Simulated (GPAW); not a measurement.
# GaP (I-4m2) in GPAW: relaxation of the atoms with PBE

Aim: the relaxation of the atoms of GaP with PBE.

Program: GPAW 26.7.0. These are calculated values, not measurements. Logs are shortened: lines on timing, memory, paths and dates and some standing lists are left out, and cuts for length are marked. The log counts tension as positive stress, the text compression.

## Step 1: The cell of the first run

It takes space group I-4m2 (No. 119, tetragonal). Conventional cell: a = 3.854 Å, b = 3.854 Å, c = 5.232 Å, α = 90.00°, β = 90.00°, γ = 90.00°. Ga (site symmetry -4m2) is surrounded by 4 P at 2.33 Å. P (site symmetry -4m2) has 4 Ga at 2.33 Å as nearest neighbours.

## Step 2: Relaxation of the atoms, PBE (strain = -0.04)

File run.py:

```python
from ase import Atoms
from ase.io import write
from ase.optimize import BFGS
from gpaw import GPAW, PW

atoms = Atoms(['Ga', 'P'],
              cell=[[0.0, 2.72525, 2.72525],
                    [2.61624, 0.0, 2.72525],
                    [2.61624, 2.72525, 0.0]],
              scaled_positions=[[0.0, 0.0, 0.0],
                                [0.75, 0.75, 0.75]],
              pbc=True)

calc = GPAW(mode=PW(600),
            xc='PBE',
            kpts={'size': (8, 8, 8), 'gamma': True},
            occupations={'name': 'fermi-dirac', 'width': 0.05},
            nbands=11,
            convergence={'density': 1e-05, 'forces': 0.0001},
            maxiter=150,
            txt='gpaw.txt')
atoms.calc = calc
opt = BFGS(atoms, trajectory='relax.traj', logfile='-')
done = opt.run(fmax=0.02, steps=60)
calc.write('gs.gpw')
write('result.traj', atoms)
print('Converged:', done)
print('Cell:', atoms.cell.cellpar().round(4))
print('Volume:', round(atoms.get_volume(), 4))
print(atoms.get_scaled_positions().round(5))
```

Potentials or basis: GPAW PAW data sets (gpaw-data 1.2.1), pw.

Run with:

```console
$ OMP_NUM_THREADS=1 python run.py
```

gpaw.txt:

```text
__  _  _
 | _ |_)|_||  |
 |__||  | ||/\| - 26.7.0

Input parameters:
  mode=PW(ecut=600.0),
  convergence={'density': 1e-05, 'forces': 0.0001},
  kpts=MonkhorstPack(size=(8, 8, 8), gamma=True),
  maxiter=150,
  nbands=11,
  occupations=Occupations(name='fermi-dirac', width=0.05),
  xc=XC(name='PBE')

Diagonalizing LCAO Hamiltonian
Converting LCAO to pw mode

                   P

       Ga

Atoms  # Å, Bohr magnetons
|   | symbol |        x |        y |        z |    initial magnetic moments |
|---|--------|----------|----------|----------|-----------------------------|
| 0 |     Ga | 0.000000 | 0.000000 | 0.000000 | ( 0.0000,  0.0000,  0.0000) |
| 1 |      P | 3.924360 | 4.087875 | 4.087875 | ( 0.0000,  0.0000,  0.0000) |

Unit cell  # Å
| periodic |        x |        y |        z |  lengths |    angles |
|----------|----------|----------|----------|----------|-----------|
|      yes | 0.000000 | 2.725250 | 2.725250 | 3.854086 | 61.340698 |
|      yes | 2.616240 | 0.000000 | 2.725250 | 3.777790 | 59.329651 |
|      yes | 2.616240 | 2.725250 | 0.000000 | 3.777790 | 59.329651 |

Number of symmetries: 8
Symmetry operations  # r_c * U_cc + t_c -> r_c
|   | kind |            matrix            |
|---|------|------------------------------|
| 0 |  E   |  1, 0, 0,  0, 1, 0,  0, 0, 1 |
| 1 |  σ   |  1, 0, 0,  0, 0, 1,  0, 1, 0 |
| 2 |  C2  |  0, 1,-1,  1, 0,-1,  0, 0,-1 |
| 3 |  S4  |  0, 1,-1,  0, 0,-1,  1, 0,-1 |
| 4 |  S4  |  0,-1, 1,  1,-1, 0,  0,-1, 0 |
| 5 |  C2  |  0,-1, 1,  0,-1, 0,  1,-1, 0 |
| 6 |  σ   | -1, 0, 0, -1, 1, 0, -1, 0, 1 |
| 7 |  C2  | -1, 0, 0, -1, 0, 1, -1, 1, 0 |

BZ-sampling:
  Number of BZ points: 512
  Number of IBZ points: 59

  Monkhorst-Pack size: [8, 8, 8]
  Monkhorst-Pack shift: [0.0625, 0.0625, 0.0625]

K-points  # in reciprocal-cell coordinates
|     |                                coordinates |     weight |
|-----|--------------------------------------------|------------|
|   0 | (  0.00000000,   0.00000000,   0.00000000) | 0.00195312 |
|   1 | (  0.00000000,   0.12500000,   0.12500000) | 0.00390625 |
|   2 | (  0.00000000,   0.25000000,   0.25000000) | 0.00390625 |
|   3 | (  0.00000000,   0.37500000,   0.37500000) | 0.00390625 |
|   4 | (  0.00000000,   0.50000000,   0.50000000) | 0.00195312 |
|   5 | (  0.12500000,   0.12500000,   0.00000000) | 0.00781250 |
|   6 | (  0.12500000,   0.12500000,   0.12500000) | 0.01562500 |
|   7 | (  0.12500000,   0.25000000,   0.12500000) | 0.01562500 |
|   8 | (  0.12500000,   0.25000000,   0.25000000) | 0.01562500 |
|   9 | (  0.12500000,   0.37500000,   0.25000000) | 0.01562500 |
| ... |                                            |            |
|  58 | (  0.50000000,   0.50000000,   0.50000000) | 0.00781250 |

Plane wave coefficients: 1323
Cutoff: 600.0 eV

Spin-components: 1 (collinear spins)
Bands:           11
Projectors:      10
Spin-degeneracy: 2
Datatype:        complex128

Parallelization:
  kpt:    1
  domain: 1
  band:   1

Density:
  Valence electrons: 8.0
  Components: 1
  Grid points: [24 24 24]
  Charge: 0.0  # |e|

Potential:
  Grid points: [24 24 24]

species:
  Ga:
    name:    Gallium
    Z:       31.0
    valence: 3
    core:    28
    charge:  0.0  # [|e|]
    compensation charges:
      type: gauss
      rc: 0.37  # [Å]
      lmax: 2
    cutoffs:
      filter: 2.06  # [Å]
      core: 4.17  # [Å]
    projectors
    | kind |    occ | energy [eV] | rcut [Å] |
    |------|--------|-------------|----------|
    |   4s |  2.000 |      -8.945 |    1.164 |
    |   4p |  1.000 |      -2.580 |    1.164 |
    |    s |        |      18.266 |    1.164 |
    |    p |        |      24.631 |    1.164 |
    |    d |        |       0.000 |    1.164 |

    Using partial waves for Ga as LCAO basis

  P:
    name:    Phosphorus
    Z:       15.0
    valence: 5
    core:    10
    charge:  0.0  # [|e|]
    compensation charges:
      type: gauss
      rc: 0.30  # [Å]
      lmax: 2
    cutoffs:
      filter: 1.69  # [Å]
      core: 1.81  # [Å]
    projectors
    | kind |    occ | energy [eV] | rcut [Å] |
    |------|--------|-------------|----------|
    |   3s |  2.000 |     -13.968 |    0.953 |
    |   3p |  3.000 |      -5.506 |    0.953 |
    |    s |        |      13.244 |    0.953 |
    |    p |        |      21.705 |    0.953 |
    |    d |        |       0.000 |    0.953 |

    Using partial waves for P as LCAO basis

Reference energy: -62187.585188  # eV

eigensolver:
  PPCG
  Converge bands: occupied
  niter=2

density mixing:
  MSR1-Mixer
  Pratt-step length: 0.05
  Maximum mixing coefficient: 0.75
  Old densities: 10
  SVD Regularization: 0.005
  Good broyden scale: 1.0
  Trust region scale: 1.0
  Backstep threshold: 4.0
  History deletion threshold: 6.0
  Fourier metric: weight=20.0, sigma=0.015

occupation numbers:
  Fermi-Dirac:
    width: 0.0500  # eV

poisson solver:
  ecut: 4800.0  # eV

xc functional:
  name: PBE with 2 nearest neighbor stencil

convergence criteria:
- Maximum integral of absolute [dens]ity change: 1e-05 electrons / valence electron
- Maximum change in the atomic [forces] across last 2 cycles: 0.0001 eV/Ang OR
Maximum error relative to the maximum force is below inf
- Maximum [total energy] change in last 3 cyles: 0.0005 eV / valence electron
- Maximum integral of absolute [eigenst]ate change: 4e-08 eV^2 / valence electron
maximum number of iterations: 150

SCF iterations
|iter     | |      energy | eigst |  dens |force |
|---------|-|-------------|-------|-------|------|
|iter:   1| |   -9.150341 | -0.25 |       |      |
|iter:   2| |   -9.115424 | -2.34 | -0.83 |      |
|iter:   3| |   -8.959392 | -1.85 | -0.87 |      |
|iter:   4| |   -8.960736 | -3.39 | -1.52 |      |
|iter:   5| |   -8.961103c| -4.32 | -2.04 |      |
|iter:   6| |   -8.961139c| -5.59 | -2.78 |      |
|iter:   7| |   -8.961139c| -7.17 | -3.74 |      |
|iter:   8| |   -8.961139c| -7.52c| -4.28 |      |
|iter:   9| |   -8.961139c| -8.63c| -5.34c|      |
|iter:  10| |   -8.961139c| -9.19c| -5.93c|-16.65c|

Converged in 10 steps
Energy contributions relative to reference atoms: (reference = -62187.585188)

Energy contributions:
  Kinetic:          30.079214
  Coulomb:         -26.141327
  Zero:              0.015618
  External:          0.000000
  Xc:              -12.914645
  Entropy:          -0.000000
  Spinorbit:         0.000000
  ----------------------------
  Free energy:      -8.961139
  Extrapolated:     -8.961139

dipole moment: (-10.306240, -10.735666, -10.735666)  # |e|*Ang

Fermi level: 6.123
Eigenvalues  # (at kpt = [0.000, 0.000, 0.000])
| band index |      eig [eV] | occ [0-2] |
|------------|---------------|-----------|
|          0 |        -7.379 |     2.000 |
|          1 |         5.320 |     2.000 |
|          2 |         5.320 |     2.000 |
|          3 |         5.541 |     2.000 |
|          4 |         7.623 |     0.000 |
|          5 |         9.272 |     0.000 |
|          6 |         9.356 |     0.000 |
|          7 |         9.356 |     0.000 |
|          8 |        14.449 |     0.000 |
|          9 |        14.787 |     0.000 |
|         10 |        15.479 |     0.000 |

Gap: 1.207 eV
Transition (v -> c):
  (s=0, k=0, n=3, [0.00, 0.00, 0.00]) -> (s=0, k=3, n=4, [0.00, 0.38, 0.38])
Direct/indirect transitions are different
Direct gap: 2.082 eV
Transition at: (s=0, k=0, n=3, [0.00, 0.00, 0.00])

Forces  # eV/Ang
|       x |       y |       z |
|---------|---------|---------|
| 0.00000 | 0.00000 | 0.00000 |  # Ga   0
| 0.00000 | 0.00000 | 0.00000 |  # P    1

# Writing to gs.gpw (mode='')
```

Wall time 14 s (1 thread of Arm Neoverse V2, shared host); peak memory 0.16 GiB.

What came out:

* Free energy: -8.9611 eV
* Band gap on the k mesh: 1.21 eV, indirect (least direct gap 2.08 eV)

Final structure:
```
Ga P
1.0
     0.00000    2.72525    2.72525
     2.61624    0.00000    2.72525
     2.61624    2.72525    0.00000
Ga P
1 1
Direct
  0.00000 0.00000 0.00000
  0.75000 0.75000 0.75000
```

Caveat: the density grid can change from cell to cell, which puts small steps into energies and stress; the relaxation stopped at its first step, so nothing moved; later steps reuse the first step's grids.
